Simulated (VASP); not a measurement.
# MgB2 (P6/mmm) in VASP: phonons with PBE

Aim: the phonons of MgB2 with PBE.

Program: VASP 6.6.1. These are calculated values, not measurements. Logs are shortened: lines on timing, memory, paths and dates and some standing lists are left out, and cuts for length are marked.

## Step 1: The crystal as given

It takes space group P6/mmm (No. 191, hexagonal). Conventional cell: a = 3.085 Å, b = 3.085 Å, c = 3.523 Å, α = 90.00°, β = 90.00°, γ = 120.00°. Mg (site symmetry 6/mmm) has 12 B at 2.51 Å as nearest neighbours. B (site symmetry -6m2) has 3 B at 1.78 Å as nearest neighbours.

## Step 2: Phonons, PBE

POSCAR

```
MgB2
1.0
    3.0850000000      0.0000000000      0.0000000000
   -1.5425000000      2.6716883707      0.0000000000
    0.0000000000      0.0000000000      3.5230000000
Mg B
1 2
Direct
    0.0000000000      0.0000000000      0.0000000000
    0.3333333333      0.6666666667      0.5000000000
    0.6666666667      0.3333333333      0.5000000000
```

INCAR.step1

```
SYSTEM = MgB2
ALGO     = Normal         ! electronic algorithm
EDIFF    = 1E-8           ! SCF threshold, eV
EDIFFG   = -0.002         ! ionic threshold
ENCUT    = 600            ! plane-wave cutoff, eV
GGA      = PE             ! functional
IBRION   = 2              ! ionic algorithm
ISIF     = 3              ! what is computed and relaxed
ISMEAR   = 1              ! smearing method
LASPH    = .True.         ! aspherical terms in the spheres
LCHARG   = .False.        ! write CHGCAR
LREAL    = .False.        ! projectors in reciprocal space
LWAVE    = .False.        ! write WAVECAR
NELM     = 100            ! most SCF steps
NSW      = 40             ! ionic steps
PREC     = Accurate       ! precision mode
SIGMA    = 0.2            ! smearing width, eV
```

INCAR.step2

```
SYSTEM = MgB2
ALGO     = Normal         ! electronic algorithm
EDIFF    = 1E-8           ! SCF threshold, eV
ENCUT    = 600            ! plane-wave cutoff, eV
GGA      = PE             ! functional
IBRION   = 6              ! ionic algorithm
ISIF     = 2              ! what is computed and relaxed
ISMEAR   = 1              ! smearing method
LASPH    = .True.         ! aspherical terms in the spheres
LCHARG   = .False.        ! write CHGCAR
LREAL    = .False.        ! projectors in reciprocal space
LWAVE    = .False.        ! write WAVECAR
NELM     = 100            ! most SCF steps
NFREE    = 2            
NSW      = 1              ! ionic steps
POTIM    = 0.015          ! step
PREC     = Accurate       ! precision mode
SIGMA    = 0.2            ! smearing width, eV
```

KPOINTS

```
k-points
0
Gamma
  12 12 10
  0 0 0
```

Potentials or basis: VASP PAW PBE potentials, release 64 (Mg, B).

Command:

```sh
$ cat potpaw_PBE.64/Mg/POTCAR potpaw_PBE.64/B/POTCAR > POTCAR
$ cp INCAR.step1 INCAR
$ mpirun -np 1 vasp_std > vasp.out
$ cp CONTCAR POSCAR
$ cp INCAR.step2 INCAR
$ mpirun -np 1 vasp_std > vasp.out
```

OUTCAR:

```text
SYSTEM = MgB2
   EDIFF = 1E-8
   ENCUT = 600
   GGA = PE
   IBRION = 6
   ISIF = 2
   ISMEAR = 1
   LASPH = .True.
   LREAL = .False.
   NELM = 100
   NFREE = 2
   NSW = 1
   POTIM = 0.015
   PREC = Accurate

 ion  position               nearest neighbor table
   1  0.000  0.000  0.000-   2 2.50   3 2.50   2 2.50   3 2.50   3 2.50   3 2.50   2 2.50   2 2.50
                             3 2.50   3 2.50   2 2.50   2 2.50
   2  0.333  0.667  0.500-   3 1.78   3 1.78   3 1.78   1 2.50   1 2.50   1 2.50   1 2.50   1 2.50
                             1 2.50
   3  0.667  0.333  0.500-   2 1.78   2 1.78   2 1.78   1 2.50   1 2.50   1 2.50   1 2.50   1 2.50
                             1 2.50

  LATTYP: Found a hexagonal cell.
 ALAT       =     3.0766418005
 C/A-ratio  =     1.1413926539

  Lattice vectors:

 A1 = (   3.0766418005,   0.0000000000,   0.0000000000)
 A2 = (  -1.5383209002,   2.6644499576,   0.0000000000)
 A3 = (   0.0000000000,   0.0000000000,   3.5116563497)

Analysis of symmetry for initial positions (statically):
=====================================================================
 Subroutine PRICEL returns:
 Original cell was already a primitive cell.

 Routine SETGRP: Setting up the symmetry group for a
 hexagonal supercell.

 Subroutine GETGRP returns: Found 24 space group operations
 (whereof 24 operations were pure point group operations)
 out of a pool of 24 trial point group operations.

The static configuration has the point symmetry D_6h.

Analysis of symmetry for dynamics (positions and initial velocities):
=====================================================================
 Subroutine PRICEL returns:
 Original cell was already a primitive cell.

 Routine SETGRP: Setting up the symmetry group for a
 hexagonal supercell.

 Subroutine GETGRP returns: Found 24 space group operations
 (whereof 24 operations were pure point group operations)
 out of a pool of 24 trial point group operations.

The dynamic configuration has the point symmetry D_6h.

 Subroutine INISYM returns: Found 24 space group operations
 (whereof 24 operations are pure point group operations),
 and found     1 'primitive' translations

----------------------------------------------------------------------------------------

                                     Primitive cell

  volume of cell :      28.7870

  direct lattice vectors                    reciprocal lattice vectors
     3.076641800  0.000000000  0.000000000     0.325029713  0.187655992  0.000000000
    -1.538320900  2.664449958  0.000000000     0.000000000  0.375311984  0.000000000
     0.000000000  0.000000000  3.511656350     0.000000000  0.000000000  0.284765905

  length of vectors
     3.076641800  3.076641801  3.511656350     0.375311984  0.375311984  0.284765905

  position of ions in fractional coordinates (direct lattice)
     0.000000000  0.000000000  0.000000000
     0.333333333  0.666666667  0.500000000
     0.666666667  0.333333333  0.500000000

  ion indices of the primitive-cell ions
   primitive index   ion index
                 1           1
                 2           2
                 3           3

----------------------------------------------------------------------------------------

 KPOINTS: k-points

Automatic generation of k-mesh.
 Grid dimensions read from file:
 generate k-points for:   12   12   10

[... 69 lines left out ...]
   ISIF   =      2    stress and relaxation
   ISYM   =      2    0-nonsym 1-usesym 2-fastsym
   POTIM  = 0.0150    time-step for ionic-motion
   TEBEG  =    0.0;   TEEND  =   0.0 temperature during run
   PSTRESS=    0.0 pullay stress
   NELECT =       8.0000    total number of electrons
   NUPDOWN=      -1.0000    fix difference up-down
   EMIN   =  10.00;   EMAX   =-10.00  energy-range for DOS
   EFERMI =   0.00;   METHOD = LEGACY
   ISMEAR =     1;   SIGMA  =   0.20  broadening in eV -4-tet -1-fermi 0-gaus
   EFERMI_NEDOS =   21; number of points for ismear=-14 and -15
   IALGO  =     38    algorithm
   IMIX   =      4    mixing-type and parameters
     AMIX     =   0.40;   BMIX     =  1.00
     AMIX_MAG =   1.60;   BMIX_MAG =  1.00
  volume/ion in A,a.u.               =       9.60        64.75
  Fermi-wavevector in a.u.,A,eV,Ry     =   1.068331  2.018854 15.528764  1.141332
  Thomas-Fermi vector in A             =   2.203976
   LORBIT       =      0    0 simple, 1 ext, 2 COOP (PROOUT), +10 PAW based schemes
   GGA     = PE    functional components
   LHFCALC =     F    Hartree Fock is set to
   AEXX    =    0.0000 exact exchange contribution
   IVDW    =     0    specifies the selected vdW correction
   LEPSILON=     F    determine dielectric tensor
   LRPA    =     F    only Hartree local field effects (RPA)
 finite differences with symmetry
 non-spin polarized calculation
 Methfessel and Paxton  Order N= 1 SIGMA  =   0.20
  energy-cutoff  :      600.00
  volume of cell :       28.79
 maximum number of plane-waves:       975
 NGX is ok and might be reduce to    28
   NGX = 13   NGY = 13   NGZ = 15

--------------------------------------- Ionic step        1  -------------------------------------------

 number of electron       8.0000000 magnetization

 Free energy of the ion-electron system (eV)
  ---------------------------------------------------
  ext. energy  EPLUGINS =         0.00000000
  ---------------------------------------------------
  free energy    TOTEN  =       -15.32203902 eV

  energy without entropy =      -15.32227173  energy(sigma->0) =      -15.32211659

------------------------ aborting loop because EDIFF is reached ----------------------------------------

  FORCE on cell =-STRESS in cart. coord.  units (eV):
  Direction    XX          YY          ZZ          XY          YZ          ZX
  --------------------------------------------------------------------------------------
  -------------------------------------------------------------------------------------
  Total       -0.0045180     -0.0045180     -0.0021654      0.0000000     -0.0000000     -0.0000000
  in kB       -0.2514532     -0.2514532     -0.1205174      0.0000000     -0.0000000     -0.0000000
  external PRESSURE =      -0.2078079 kB  Pullay stress =       0.0000000 kB
[... 283 lines left out ...]
--------------------------------------- Ionic step        9  -------------------------------------------

 number of electron       8.0000000 magnetization

 Free energy of the ion-electron system (eV)
  ---------------------------------------------------
  ext. energy  EPLUGINS =         0.00000000
  ---------------------------------------------------
  free energy    TOTEN  =       -15.32078937 eV

  energy without entropy =      -15.32102544  energy(sigma->0) =      -15.32086806

 E-fermi :   5.2820     XC(G=0): -10.9465

 val. band max:        5.2403298599   @ k =   0.2500   0.2500   0.5000
 cond. band min:       5.3371171666   @ k =   0.0833  -0.0000   0.3000
 fundamental gap:      0.0967873067
 Fermi energy:         5.2819595965

 k-point     1 :       0.0000    0.0000    0.0000
  band No.  band energies     occupation
      1      -7.1480      2.00000
      2       2.3733      2.00000
      3       5.6764     -0.01747
      4       5.6764     -0.01747
      5       7.0072     -0.00000
      6      11.6466      0.00000
      7      11.6466      0.00000
      8      13.4771      0.00000
[... 243 lines left out ...]
 k-point    24 :       0.3333    0.0000    0.1000
  band No.  band energies     occupation
      1      -5.1621      2.00000
      2       0.2612      2.00000
      3       3.5658      2.00000
      4       3.6048      2.00000
      5       9.1461     -0.00000
      6       9.9391      0.00000
      7      10.7398      0.00000
      8      14.6973      0.00000

 [... further k-points ...]

------------------------ aborting loop because EDIFF is reached ----------------------------------------

  FORCE on cell =-STRESS in cart. coord.  units (eV):
  Direction    XX          YY          ZZ          XY          YZ          ZX
  --------------------------------------------------------------------------------------
  -------------------------------------------------------------------------------------
  Total       -0.0030333     -0.0030333     -0.0017612      0.0000000      0.0000000      0.0000000
  in kB       -0.1688203     -0.1688203     -0.0980201      0.0000000      0.0000000      0.0000000
  external PRESSURE =      -0.1452202 kB  Pullay stress =       0.0000000 kB
[... 18 lines left out ...]
  FREE ENERGIE OF THE ION-ELECTRON SYSTEM (eV)
  ---------------------------------------------------
  free  energy   TOTEN  =       -15.3207893704 eV

  energy  without entropy=      -15.3210254388  energy(sigma->0) =      -15.32086806

 INTERNAL STRAIN TENSORS FROM DISPLACED ATOMS
 ============================================

 INTERNAL STRAIN TENSOR FOR ION    1 for displacements in x,y,z  (eV/Angst):
          X           Y           Z          XY          YZ          ZX
  --------------------------------------------------------------------------------
  x     0.00000     0.00000     0.00000     0.00000     0.00000     0.00000
  y     0.00000     0.00000     0.00000     0.00000     0.00000     0.00000
  z     0.00000     0.00000     0.00000     0.00000     0.00000     0.00000

 INTERNAL STRAIN TENSOR FOR ION    3 for displacements in x,y,z  (eV/Angst):
          X           Y           Z          XY          YZ          ZX
  --------------------------------------------------------------------------------
  x     0.00000     0.00000     0.00000     3.26056     0.00000     0.00000
  y     3.26056    -3.26056     0.00000     0.00000     0.00000     0.00000
  z     0.00000     0.00000     0.00000    -0.00000     0.00000     0.00000

 Eigenvectors and eigenvalues of the dynamical matrix
 ----------------------------------------------------

   1 f  =   20.626147 THz   129.597902 2PiTHz  688.014198 cm-1    85.302850 meV
             X         Y         Z           dx          dy          dz
      0.000000  0.000000  0.000000     0.000000   -0.000000   -0.000000
     -0.000000  1.776300  1.755828     0.000000   -0.000000   -0.707107
      1.538321  0.888150  1.755828    -0.000000    0.000000    0.707107
[... 43 lines left out ...]
   9 f/i=    0.001431 THz     0.008993 2PiTHz    0.047740 cm-1     0.005919 meV
             X         Y         Z           dx          dy          dz
      0.000000  0.000000  0.000000     0.638501   -0.348402   -0.000000
     -0.000000  1.776300  1.755828     0.425961   -0.232428   -0.000000
      1.538321  0.888150  1.755828     0.425961   -0.232428   -0.000000

 ELASTIC MODULI CONTR FROM IONIC RELAXATION (kBar)
 Direction    XX          YY          ZZ          XY          YZ          ZX
 --------------------------------------------------------------------------------
 XX         -94.9194     94.9194      0.0000      0.0000      0.0000      0.0000
 YY          94.9194    -94.9194      0.0000     -0.0000      0.0000      0.0000
 ZZ           0.0000      0.0000      0.0000      0.0000      0.0000      0.0000
 XY           0.0000     -0.0000      0.0000    -94.9194      0.0000      0.0000
 YZ           0.0000      0.0000      0.0000      0.0000      0.0000      0.0000
 ZX           0.0000      0.0000      0.0000      0.0000      0.0000      0.0000
 --------------------------------------------------------------------------------
```

Run time: 6.5 min. Hardware: 1 thread of Intel Xeon Platinum 8559C (Emerald Rapids), shared host; peak memory 0.41 GiB.

Results:

```
Relaxed volume                                          : 9.60 Å³/atom
Relaxed cell                                            : a = 3.077 Å, b = 3.077 Å, c = 3.512 Å, α = 90.00°, β = 90.00°, γ = 120.00°
Space group after relaxing (to 0.05 Å)                  : P6/mmm (No. 191)
Highest phonon frequency at Γ, LO-TO splitting left out : 688 cm⁻¹
```

The path:
```tsv
step	energy change (eV)	largest force (eV/Å)	pressure (GPa)	volume (Å³)
1	0.0000	0.0000	-1.31	29.04
2	-0.0009	0.0000	0.48	28.71
3	-0.0010	0.0000	-0.02	28.80
4	-0.0010	0.0000	-0.05	28.80
5	-0.0010	0.0000	-0.03	28.79
6	-0.0010	0.0000	-0.02	28.79
```

Final structure:
```
Mg B
1.0
     3.07664    0.00000    0.00000
    -1.53832    2.66445    0.00000
     0.00000    0.00000    3.51166
Mg B
1 2
Direct
  0.00000 0.00000 0.00000
  0.33333 0.66667 0.50000
  0.66667 0.33333 0.50000
```

Phonon frequencies in cm⁻¹ (negative: imaginary):
```
              q point                    frequencies
(0.000, 0.000, 0.000)  0 0 0 337 337 402 560 560 688
```
